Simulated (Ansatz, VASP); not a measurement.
Two plane-wave programs on Ta

```xyz
2
Lattice="0.0000 2.4073 5.0685 1.5131 0.0000 5.0685 1.5131 2.4073 0.0000" Properties=species:S:1:pos:R:3 pbc="T T T"
Ta    1.5131    2.4073    1.3600
Ta    1.5131    2.4073    8.7770
```

Alike in both runs: functional PBEsol; k mesh 6 × 6 × 6; occupations gaussian, width 0.1 eV; no spin polarisation.

Ansatz relaxed the structure, and its values are those at the end. VASP's run is a single point on that final structure, the one shown.

|  | VASP | Ansatz |
| --- | --- | --- |
| version | VASP 6.6.1 | Ansatz 0.2.0 |
| potentials or method | VASP PAW PBE potentials, release 64 (Ta_pv) | scalar-relativistic, plane waves, PAW |
| plane-wave cutoff (eV) | 520 | 420 |
| valence electrons in the cell | 22 | 26 |

Ansatz gave:

```
gap on the k mesh at the Fermi level (eV) : none
pressure (GPa)                            : -0.1
rms of the force components (eV/Å)        : 0.010
```

Q: Estimate VASP's values.

A: gap on the k mesh at the Fermi level (eV): none; pressure (GPa): 0.1; rms of the force components (eV/Å): 0.010.

A gap of «none» marks a metal or a gap that the smearing closes. The functional is the same, so the differences come from potentials, cutoffs and numerics. The two sets of potentials don't hold the same shells in valence.

Caveats: the k mesh is coarse (spacing up to 0.42 Å⁻¹), so the values aren't converged; the PAW data sets were made with another functional, which shifts forces and pressure a little (VASP). Spin-orbit coupling is left out, which matters for the levels of Ta.
